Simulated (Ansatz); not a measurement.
Strain response of Ti

Computed with Ansatz, DFT PBEsol, scalar-relativistic, plane waves, PAW. Run with 420 eV cutoff, 12×12×18 k-mesh, Gaussian smearing of 0.10 eV, no spin polarisation.

The relaxed crystal:

```
Ti
1.0
     4.51529    0.00000    0.00000
    -2.25765    3.91036    0.00000
     0.00000    0.00000    2.79879
Ti
3
Direct
  0.00000 0.00000 0.00000
  0.33333 0.66667 0.50000
  0.66667 0.33333 0.50000
```

Deformation: all cell vectors scaled alike, the atoms relaxed, all within the symmetry that the strain leaves. Energies are extrapolated to zero smearing.

| strain (%) | ΔE (meV/atom) | a (Å) | b (Å) | c (Å) |
| --- | --- | --- | --- | --- |
| -3.0 | 53.8 | 4.380 | 4.380 | 2.715 |
| -2.0 | 23.3 | 4.425 | 4.425 | 2.743 |
| -1.0 | 5.6 | 4.470 | 4.470 | 2.771 |
| +0.0 | 0.0 | 4.515 | 4.515 | 2.799 |
| +1.0 | 5.5 | 4.560 | 4.560 | 2.827 |
| +2.0 | 21.3 | 4.606 | 4.606 | 2.855 |
| +3.0 | 46.6 | 4.651 | 4.651 | 2.883 |

Q: What stiffness (1/V) d²E/dε² at zero strain does a cubic fit over all points give?

A: A cubic fit gives (1/V) d²E/dε² = 1085 GPa at zero strain (nine times the bulk modulus at fixed shape).

This form isn't the element's structure at ambient conditions.